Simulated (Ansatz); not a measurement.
Piezoelectric tensor of NaCl

Computed with DFT PBE, scalar-relativistic, plane waves, PAW in Ansatz. Plane waves to 420 eV; Γ-centred k mesh 4×4×4; fixed occupations. No spin polarisation.

Relaxed structure:
```yaml
crystal:
  lattice:
    - [-4.26235, 4.26235, 4.26235]
    - [4.26235, -4.26235, 4.26235]
    - [4.26235, 4.26235, -4.26235]
  atoms:
    - { symbol: Na, position: [0.31189, 0.00000, 0.00000] }
    - { symbol: Na, position: [0.68811, 0.68811, 0.68811] }
    - { symbol: Na, position: [0.00000, 0.31189, 0.00000] }
    - { symbol: Na, position: [0.00000, 0.00000, 0.31189] }
    - { symbol: Cl, position: [0.00000, 0.67059, 0.00000] }
    - { symbol: Cl, position: [0.32941, 0.32941, 0.32941] }
    - { symbol: Cl, position: [0.67059, 0.00000, 0.00000] }
    - { symbol: Cl, position: [0.00000, 0.00000, 0.67059] }
```

It was reached by relaxing an invented guess, and it needn't be the stable form of this composition.

Q: Give the relaxed-ion proper piezoelectric stress tensor e_iJ (C/m², Voigt columns xx yy zz yz xz xy).

A:
```
x    0.000  0.000  0.000 -0.049  0.000  0.000
y    0.000  0.000  0.000  0.000 -0.049  0.000
z    0.000  0.000  0.000  0.000  0.000 -0.049
```
Signs follow the orientation of the cell as given.

Q: With the elastic constants (GPa, Voigt order)
C11 = 13.5, C12 = 12.1, C13 = 12.1, C22 = 13.5, C23 = 12.1, C33 = 13.5, C44 = 5.1, C55 = 5.1, C66 = 5.1 GPa; the others vanish.
find the strain coefficients d = e·C⁻¹ (pC/N).

A:
```
x    0.0  0.0  0.0 -9.6  0.0  0.0
y    0.0  0.0  0.0  0.0 -9.6  0.0
z    0.0  0.0  0.0  0.0  0.0 -9.6
```
